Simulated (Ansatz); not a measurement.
# TaN (P-6m2) in Ansatz: equation of state

Aim: energy against volume of TaN in PBE, for its equilibrium volume and stiffness.

Program: Ansatz 0.2.0. These are calculated values, not measurements. Logs are shortened: lines on timing, memory, paths and dates and some standing lists are left out, and cuts for length are marked.

## (1) The crystal as given

Symmetry: P-6m2, No. 187, hexagonal system. Conventional cell: a = 2.938 Å, b = 2.938 Å, c = 2.883 Å, α = 90.00°, β = 90.00°, γ = 120.00°. Around Ta (site symmetry -6m2) lie 6 N at 2.23 Å. Around N (site symmetry -6m2) lie 6 Ta at 2.23 Å.

## (2) Equation of state, PBE

Potentials or basis: all-electron LAPW, scalar-relativistic.

This step only gathers the single runs of the series.

What came out:

| Item | Value |
| --- | --- |
| Equilibrium volume | 10.93 Å³/atom |
| Bulk modulus at fixed shape and positions | 335 GPa |
| Pressure derivative of the bulk modulus | 4.3 |

Energy against volume, from the lowest point:
```tsv
volume (Å³/atom)	energy (meV/atom)
10.129	69.39
10.345	35.48
10.560	13.37
10.776	1.90
10.991	0.00
11.207	6.72
11.422	21.20
```

Caveat: the cell was scaled at fixed shape and fractional positions, which overstates the stiffness of a crystal with free parameters, most of all of layers and chains. Spin-orbit coupling is left out, which matters for the levels of Ta.
